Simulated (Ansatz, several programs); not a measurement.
MgS in the wurtzite structure, relaxed with PBE in Ansatz (plane waves, PAW): space group P6_3mc (No. 186), hexagonal; conventional cell a = 4.054 Å, c = 6.491 Å, 23.10 Å³ an atom. Mg is surrounded by 4 S at 2.46–2.47 Å; S is surrounded by 4 Mg at 2.46–2.47 Å. The cell was then scaled with its shape and fractional coordinates held, which makes it stiffer than a relaxed compression. The cell comes from a prototype generator: it can be a known phase or a hypothetical one. Spin polarisation is off.

```tsv
V (Å³/atom)	E (meV/atom)
21.710	16.09
22.403	3.86
23.096	0.00
24.482	12.85
```

(1) Pass a cubic E = c₀ + c₁u + c₂u² + c₃u³, with u = V − 22.923 Å³, through these points.

(2) Where is the minimum, and what bulk modulus follows?

(3) Predict the energy and the pressure at the withheld volume, 23.789 Å³.

Answers

(1) c₀ = 0.24, c₁ = -2.734, c₂ = 7.828, c₃ = -0.5684 (meV and Å³).

(2) dE/du = 0 at u = +0.178, so V₀ = 23.10 Å³. B = V₀ d²E/dV² = 23.10 × (2c₂ + 6c₃u) = 23.10 × 15.048 = 348 meV/Å³, and 1 meV/Å³ is 0.16022 GPa: 56 GPa. A third-order Birch-Murnaghan fit to all five points gives 23.10 Å³ and 55 GPa.

(3) With u = +0.866: E ≈ 3.37 meV and P = −dE/dV ≈ -1.53 GPa. The run gives 3.33 meV and, from its stress, -1.52 GPa.
